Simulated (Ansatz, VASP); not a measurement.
**FeGe: VASP beside Ansatz**

The input INCAR:

```
PREC = Accurate
ENCUT = 600
EDIFF = 1E-7
ISMEAR = 0
SIGMA = 0.05
LREAL = F
LASPH = T
NELM = 150
ALGO = Normal
ISIF = 3
LWAVE = F
LCHARG = F
ISPIN = 2
MAGMOM = 2.5 2.5 2.5 2.5 0 0 0 0
LORBIT = 11
LMAXMIX = 4
GGA = PE
IBRION = 2
NSW = 80
EDIFFG = -0.03
```

File KPOINTS:

```
Automatic mesh
0
Gamma
  4 4 4
```

Contents of POSCAR:

```
FeGe
1.0
    4.6890000000      0.0000000000      0.0000000000
    0.0000000000      4.6890000000      0.0000000000
    0.0000000000      0.0000000000      4.6890000000
Fe Ge
4 4
Direct
    0.1350000000      0.1350000000      0.1350000000
    0.3650000000      0.8650000000      0.6350000000
    0.6350000000      0.3650000000      0.8650000000
    0.8650000000      0.6350000000      0.3650000000
    0.8420000000      0.8420000000      0.8420000000
    0.6580000000      0.1580000000      0.3420000000
    0.3420000000      0.6580000000      0.1580000000
    0.1580000000      0.3420000000      0.6580000000
```

Input for Ansatz:

```yaml
crystal:
  lattice:
    - [4.689, 0.0, 0.0]
    - [0.0, 4.689, 0.0]
    - [0.0, 0.0, 4.689]
  atoms:
    - { symbol: Fe, position: [0.135, 0.135, 0.135], spin: 2.5 }
    - { symbol: Fe, position: [0.365, 0.865, 0.635], spin: 2.5 }
    - { symbol: Fe, position: [0.635, 0.365, 0.865], spin: 2.5 }
    - { symbol: Fe, position: [0.865, 0.635, 0.365], spin: 2.5 }
    - { symbol: Ge, position: [0.842, 0.842, 0.842] }
    - { symbol: Ge, position: [0.658, 0.158, 0.342] }
    - { symbol: Ge, position: [0.342, 0.658, 0.158] }
    - { symbol: Ge, position: [0.158, 0.342, 0.658] }
basis:
  ecutwfc: 420
  ecutrho_ratio: 4
kpoints:
  mp_grid: { grid: [4, 4, 4] }
hamiltonian:
  xc: pbe
scf:
  occupations: { method: gaussian, width: 0.05 }
output:
  forces: true
  stress: true
  eigenvalues: true
  populations: true
magnetization:
  spin_polarized: true
relax:
  f_tol: 0.03
  max_steps: 60
  cell: { stress_tol: 0.3 }
```

Alike in both runs: task relaxation of cell and atoms; functional PBE; k mesh 4 × 4 × 4; occupations gaussian, width 0.05 eV; collinear spin.

```csv
,VASP,Ansatz
version,VASP 6.6.1,Ansatz 0.2.0
potentials or method,"VASP PAW PBE potentials, release 64 (Fe, Ge_d)","scalar-relativistic, plane waves, PAW"
plane-wave cutoff (eV),600,420
valence electrons in the cell,88,120
```

|  | VASP | Ansatz | Ansatz less VASP |
| --- | --- | --- | --- |
| gap on the k mesh at the Fermi level, each at its own relaxed structure (eV) | none | none | - |
| net moment per atom (μB) | 0.52 | 0.52 | -0.005 |
| size of the moment on the site where the two differ most (μB) | 0.08 | 0.05 | -0.027 |
| relaxed volume (Å³/atom) | 12.69 | 12.66 | -0.036 |
| relaxed cell length with the largest relative difference (Å) | 4.665 | 4.661 | -0.0044 |
| energy change over the relaxation (meV/atom) | -1 | -2 | -0.4 |

Site moments also hang on the region over which each program counts them. A gap of «none» marks a metal or a gap that the smearing closes. The two sets of potentials don't hold the same shells in valence.
